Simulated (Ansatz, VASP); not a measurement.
## Pt: VASP beside Ansatz

File POSCAR:

```
Pt
1.0
   -1.5973133210      1.5973133210      1.5973133210
    1.5973133210     -1.5973133210      1.5973133210
    1.5973133210      1.5973133210     -1.5973133210
Pt
1
Direct
    0.0000000000      0.0000000000      0.0000000000
```

Contents of INCAR.step1:

```
SYSTEM = Pt
PREC     = Accurate       ! precision mode
ENCUT    = 520            ! plane-wave cutoff, eV
ISMEAR   = -1             ! smearing method
SIGMA    = 0.1            ! smearing width, eV
LREAL    = .FALSE.        ! projectors in reciprocal space
LASPH    = .TRUE.         ! aspherical terms in the spheres
NELM     = 60             ! most SCF steps
NBANDS   = 11             ! bands
GGA      = PE             ! functional
ALGO     = Normal         ! electronic algorithm
EDIFF    = 1E-4           ! SCF threshold, eV
LWAVE    = .TRUE.         ! write WAVECAR
LCHARG   = .FALSE.        ! write CHGCAR
```

Contents of INCAR.step2:

```
SYSTEM = Pt
PREC     = Accurate       ! precision mode
ENCUT    = 520            ! plane-wave cutoff, eV
EDIFF    = 1E-7           ! SCF threshold, eV
ISMEAR   = -1             ! smearing method
SIGMA    = 0.1            ! smearing width, eV
LREAL    = .FALSE.        ! projectors in reciprocal space
LASPH    = .TRUE.         ! aspherical terms in the spheres
NELM     = 60             ! most SCF steps
ALGO     = Normal         ! electronic algorithm
ISIF     = 2              ! what is computed and relaxed
LWAVE    = .FALSE.        ! write WAVECAR
LCHARG   = .FALSE.        ! write CHGCAR
METAGGA  = R2SCAN         ! meta-GGA
LMIXTAU  = .TRUE.       
NBANDS   = 11             ! bands
ISTART   = 1
```

File KPOINTS:

```
regular mesh
0
G
  13 13 13
  0 0 0
```

Input for Ansatz:

```yaml
crystal:
  lattice:
    - [-1.5973133210370125, 1.5973133210370125, 1.5973133210370125]
    - [1.5973133210370125, -1.5973133210370125, 1.5973133210370125]
    - [1.5973133210370125, 1.5973133210370125, -1.5973133210370125]
  atoms:
    - { symbol: Pt, position: [0.0, 0.0, 0.0] }
basis:
  ecutwfc: 600.0
kpoints:
  mp_grid:
    grid: [13, 13, 13]
hamiltonian:
  xc: r2scan
  pseudopotentials:
    kind: paw
scf:
  occupations:
    method: fermi_dirac
    width: 0.1
output:
  stress: true
```

This isn't the form of Pt at room conditions, which is fcc.

Alike in both runs: task single point; functional r2SCAN; k mesh 13 × 13 × 13; occupations fermi-dirac, width 0.1 eV; no spin polarisation.

|  | VASP | Ansatz |
| --- | --- | --- |
| version | VASP 6.6.1 | Ansatz 0.2.0 |
| potentials or method | VASP PAW PBE potentials, release 64 (Pt) | plane waves, PAW |
| plane-wave cutoff (eV) | 520 | 600 |
| valence electrons in the cell | 10 | 18 |

|  | VASP | Ansatz | Ansatz less VASP |
| --- | --- | --- | --- |
| pressure (GPa) | -10.9 | -11.4 | -0.43 |

The two sets of potentials don't hold the same shells in valence.

Caveats: the PAW data sets were made with another functional, which shifts forces and pressure a little (VASP). Spin-orbit coupling is left out, which matters for the levels of Pt.
